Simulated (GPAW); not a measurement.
A run of GPAW 26.7.0 is set up as follows.

The input run.py:

```python
from ase.filters import FrechetCellFilter
from ase.io import write
from ase.optimize import BFGS
from ase.spacegroup import crystal
from gpaw import GPAW, PW

# Cd 2b
# S 2b
atoms = crystal(['Cd', 'S'],
                basis=[[0.6666666667, 0.3333333333, 0.5],
                       [0.6666666667, 0.3333333333, 0.875]],
                spacegroup=186, setting=1,  # P6_3mc
                cellpar=[4.15, 4.15, 6.737, 90.0, 90.0, 120.0],
                primitive_cell=True)

calc = GPAW(mode=PW(600),
            xc='MGGA_X_TASK+LDA_C_PW',
            kpts={'size': (5, 5, 3), 'gamma': True},
            occupations={'name': 'fermi-dirac', 'width': 0.05},
            nbands=31,
            convergence={'density': 1e-06, 'energy': 1e-06, 'eigenstates': 1e-10},
            maxiter=150,
            txt='gpaw.txt')
atoms.calc = calc
opt = BFGS(FrechetCellFilter(atoms), trajectory='relax.traj', logfile='-')
done = opt.run(fmax=0.05, steps=40)
calc.write('gs.gpw')
write('result.traj', atoms)
print('Converged:', done)
print('Cell:', atoms.cell.cellpar().round(4))
print('Volume:', round(atoms.get_volume(), 4))
print(atoms.get_scaled_positions().round(5))
```

Potentials or basis: GPAW PAW data sets (gpaw-data 1.2.1), pw.

Command:

```sh
$ OMP_NUM_THREADS=1 python run.py
```

**Question.** Predict the relaxed cell.

**Answer.** a = 4.284 Å, b = 4.284 Å, c = 6.971 Å, α = 90.00°, β = 90.00°, γ = 120.00°.

**Question.** Estimate the band gap on the k mesh.

**Answer.** 2.47 eV, direct.

**Question.** Estimate the relaxed volume.

**Answer.** 27.70 Å³/atom.

**Question.** What does it give for the space group after relaxing (to 0.05 Å)?

**Answer.** P6_3mc (No. 186).

Stress tensor (GPa, compression positive):
```
 0.16  0.00  0.00
 0.00  0.16  0.00
 0.00  0.00 -0.13
```

Caveat: later steps reuse the first step's grids; the PAW data sets were made with another functional, which shifts forces and pressure a little; the volume moved by +10 % from the deposited cell, more than functionals usually miss. Zero-point motion and thermal expansion aren't in these numbers.
